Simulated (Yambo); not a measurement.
BaS: Hartree-Fock levels with PBEsol

BaS:

```xyz
2
Lattice="0.0000 3.1938 3.1938 3.1938 0.0000 3.1938 3.1938 3.1938 0.0000" Properties=species:S:1:pos:R:3 pbc="T T T"
Ba    0.0000    0.0000    0.0000
S     3.1938    3.1938    3.1938
```

```json
{
  "Program": "Yambo 5.3.0",
  "Task": "Hartree-Fock levels",
  "Functional": "PBEsol",
  "Potentials or basis": "PseudoDojo 0.4.1 SR PBEsol standard",
  "Cutoff": "707 eV",
  "Density cutoff": "2830 eV",
  "k mesh": "6 × 6 × 6",
  "Occupations": "fixed",
  "Spin": "no spin polarisation",
  "k mesh of the self-consistent run": "8 × 8 × 8",
  "Random integration of the Coulomb term": "yes",
  "States corrected": "Γ and the k points of the band edges",
  "Cutoff of exchange and Vxc": "52 Ry",
  "Bands corrected (first, last)": "[6, 10]"
}
```

```json
{"Band gap on the k mesh, mean-field level": "2.02 eV, indirect (least direct gap 2.15 eV)", "Quasiparticle gap": "9.05 eV", "Least direct quasiparticle gap": "9.25 eV", "Quasiparticle gap at Γ": "10.66 eV", "Band gap of the same states before the correction": "2.02 eV"}
```

Quasiparticle terms (eV):
```tsv
k point	band	Kohn-Sham level	Vxc	Σx	Σc	Z	result
(0.000, 0.000, 0.000)	6	0.00	-12.50	-15.65	-	-	-3.16
(0.000, 0.000, 0.000)	7	0.00	-12.50	-15.65	-	-	-3.16
(0.000, 0.000, 0.000)	8	0.00	-12.50	-15.65	-	-	-3.16
(0.000, 0.000, 0.000)	9	3.44	-8.22	-4.15	-	-	7.51
(0.000, 0.000, 0.000)	10	3.82	-9.04	-4.55	-	-	8.31
(0.000, -0.500, -0.500)	6	-0.52	-12.07	-15.48	-	-	-3.93
(0.000, -0.500, -0.500)	7	-0.13	-12.43	-15.66	-	-	-3.36
(0.000, -0.500, -0.500)	8	-0.13	-12.43	-15.66	-	-	-3.36
(0.000, -0.500, -0.500)	9	2.02	-8.13	-4.26	-	-	5.89
(0.000, -0.500, -0.500)	10	5.94	-11.00	-6.07	-	-	10.86
```

Run time: 69 s on 1 thread of Arm Neoverse V1 (shared host).

Caveat: this release of the barium file is off; spin-orbit coupling is left out, which moves the levels of the heavy elements. A k mesh can miss the band edges.
